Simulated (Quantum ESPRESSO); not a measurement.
Crystal: WS2 (Tungstenite).

```
CELL_PARAMETERS angstrom
3.18000 0.00000 0.00000
-1.59000 2.75396 0.00000
0.00000 0.00000 12.50000
ATOMIC_POSITIONS crystal
W 0.66667 0.33333 0.75000
W 0.33333 0.66667 0.25000
S 0.66667 0.33333 0.37500
S 0.33333 0.66667 0.87500
S 0.66667 0.33333 0.12500
S 0.33333 0.66667 0.62500
```

Base run:

| Property | Result |
| --- | --- |
| Program | Quantum ESPRESSO 7.5 |
| Functional | LDA |
| Potentials or basis | PseudoDojo 0.4.1 SR LDA standard |
| Cutoff | 952 eV |
| Density cutoff | 3810 eV |
| k mesh | 6 × 6 × 2 |
| Occupations | fermi-dirac, width 0.05 eV |
| Spin | no spin polarisation |

Its results: pressure -5.9 GPa; largest force 0.383 eV/Å.

The run is repeated on the same cell with these changes: k mesh from 6 × 6 × 2 to 4 × 4 × 2, shifted. What comes out?

Pressure -6.4 GPa; largest force 0.440 eV/Å.

Caveats: some runs use coarse meshes; the cell is more than 3 GPa from zero pressure, which shifts response properties; on a mesh that holds Γ this program's dielectric tensor can be off by some percent beyond the error of the mesh (some runs).
